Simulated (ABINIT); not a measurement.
## InAs: band structure with WC

**Measured values to compare with.**

From a printed reference work, data compilation, for a bulk crystal of InAs at 4.2 K: band gap 0.418 eV (direct).

The system is InAs.

```
In As
1.0
     0.00000    3.01800    3.01800
     3.01800    0.00000    3.01800
     3.01800    3.01800    0.00000
In As
1 1
Direct
  0.00000 0.00000 0.00000
  0.75000 0.75000 0.75000
```

| Property | Result |
| --- | --- |
| Program | ABINIT 10.8.3 (patched build) |
| Task | band structure |
| Functional | WC |
| Potentials or basis | JTH PAW PBE v2.0 sp |
| Cutoff | 408 eV |
| k mesh | 8 × 8 × 8 |
| Occupations | fermi-dirac, width 0.05 eV |
| Spin | no spin polarisation |
| Fine-grid cutoff | 816.342 eV |
| Exchange and correlation inside the PAW spheres | full angular mesh (pawxcdev 0, this build's default; the released program takes 1) |

```json
{"Band gap on the k mesh": "none (metal or under the smearing width)"}
```

Levels at the corners of the path, in eV from the Fermi level:
| point | band 2 | band 3 | band 4 | band 5 | band 6 | band 7 |
| --- | --- | --- | --- | --- | --- | --- |
| Γ | -0.27 | -0.05 | -0.05 | -0.05 | 3.87 | 3.87 |
| X | -5.94 | -2.40 | -2.40 | 1.37 | 1.95 | 9.16 |
| W | -5.77 | -3.08 | -2.97 | 4.20 | 4.23 | 4.95 |
| K | -5.79 | -3.39 | -2.02 | 1.98 | 4.24 | 7.27 |
| Γ | -0.27 | -0.05 | -0.05 | -0.05 | 3.87 | 3.87 |
| L | -5.87 | -1.05 | -1.05 | 0.87 | 4.62 | 4.62 |
| U | -5.79 | -3.39 | -2.02 | 1.98 | 4.24 | 7.27 |
| W | -5.77 | -3.08 | -2.97 | 4.20 | 4.23 | 4.95 |
| L | -5.87 | -1.05 | -1.05 | 0.87 | 4.62 | 4.62 |
| K | -5.79 | -3.39 | -2.02 | 1.98 | 4.24 | 7.27 |

Wall time 24 s on 1 thread of Arm Neoverse V1, on a shared host, peak memory 0.11 GiB.

Against the measured gap of InAs, 0.418 eV (direct; 4.2 K; a printed reference work, data compilation), the calculated 0.00 eV is off by -0.42 eV. Spin-orbit coupling on As, In is left out. The value is that of WC on a finite k mesh, which can miss the band edges, without temperature or zero-point motion. Semilocal functionals fall short of measured gaps as a rule.

Caveat: spin-orbit coupling is left out, which moves the levels of the heavy elements; this set keeps more shells in the core, which shifts pressures and gaps; this crystal is a semiconductor, whose small gap the functional closes, so the metal is an error of the method; the atomic spheres overlap.
